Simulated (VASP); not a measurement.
Runs of VASP 6.6.1 on NiO. Symmetry: Fm-3m, No. 225, cubic system. The conventional cell has a = 4.172 Å, b = 4.172 Å, c = 4.172 Å, α = 90.00°, β = 90.00°, γ = 90.00°. Ni (site symmetry m-3m) is surrounded by 6 O at 2.09 Å. O (site symmetry m-3m) is surrounded by 6 Ni at 2.09 Å. 

```tsv
task	level	potentials or basis	cell	cutoff (eV)	smearing	gap on the mesh (eV)	pressure (GPa)	moment (μB)	relaxed volume (Å³/atom)
relaxation of cell and atoms	PBE+TS	VASP PAW PBE potentials, release 64 (Ni, O)	relaxed	600	fermi-dirac 0.05 eV	none	0.0	1.61	8.93
single point	PBE	VASP PAW PBE potentials, release 64 (Ni, O)	as given	520	gaussian 0.028 eV	none	5.9	(a)	-
relaxation of cell and atoms	PBEsol+D4	VASP PAW PBE potentials, release 64 (Ni, O)	relaxed	600	fermi-dirac 0.05 eV	none	-0.1	1.20	(c)
relaxation of cell and atoms	PBE	VASP PAW PBE potentials, release 64 (Ni_GW, O_GW)	relaxed	630	fermi-dirac 0.05 eV	none	0.0	(b)	9.33
```

Alike in all rows: spin collinear, ferromagnetic start; k mesh 11 × 11 × 11.

**Question.** Estimate the missing entries.

**Answer.** (a) 1.76; (b) 1.78; (c) 8.62.

Caveats: a cell with one magnetic atom can't hold antiferromagnetic order, which such compounds often take; semilocal functionals often make such compounds metallic where correlation or magnetic order opens a gap, which also shifts bond lengths; pairwise dispersion overbinds metals, which lowers pressure and volume (some runs); atom-pairwise D2, TS and ULG terms overbind metals (some runs); the PAW data sets were made with another functional, which shifts forces and pressure a little (some runs).

A k mesh can miss the band edges.

A gap of «none» marks a metal or a gap under the smearing width.

Not every run made on this cell is shown here.
